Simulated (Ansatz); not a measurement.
Au (bcc type), DFT, PBE, all-electron LAPW, scalar-relativistic (Ansatz 0.2.0), on 1 thread of Arm Neoverse V1 (shared host).

Command: `ansatz run input.yaml --threads 1 --pin off --max-ram 3584MiB --backend cpu --events-out ev --progress --plain --runs-dir out`

```yaml
crystal:
  lattice:
    - [-1.5883031904, 1.5883031904, 1.5883031904]
    - [1.5883031904, -1.5883031904, 1.5883031904]
    - [1.5883031904, 1.5883031904, -1.5883031904]
  atoms:
    - { symbol: Au, position: [0.0, 0.0, 0.0] }
kpoints:
  mp_grid: { grid: [17, 17, 17] }
scf:
  occupations: { method: fermi_dirac, width: 0.1 }
hamiltonian:
  xc: pbe
  pseudopotentials: { kind: all_electron, lapw: { basis_error: 0.0005 } }
output:
  forces: true
  stress: true
  eigenvalues: true
relax:
  f_tol: 0.005
  max_steps: 12
  cell: { p_target: 23.0, stress_tol: 0.03 }
```

How large is the problem that the program sets up?

165 irreducible k-points, 201 plane waves at Γ, 26 bands.

About how long does it take?

58 s of wall time for 14 SCF iterations over 3 geometries. Times on shared machines scatter by tens of per cent.
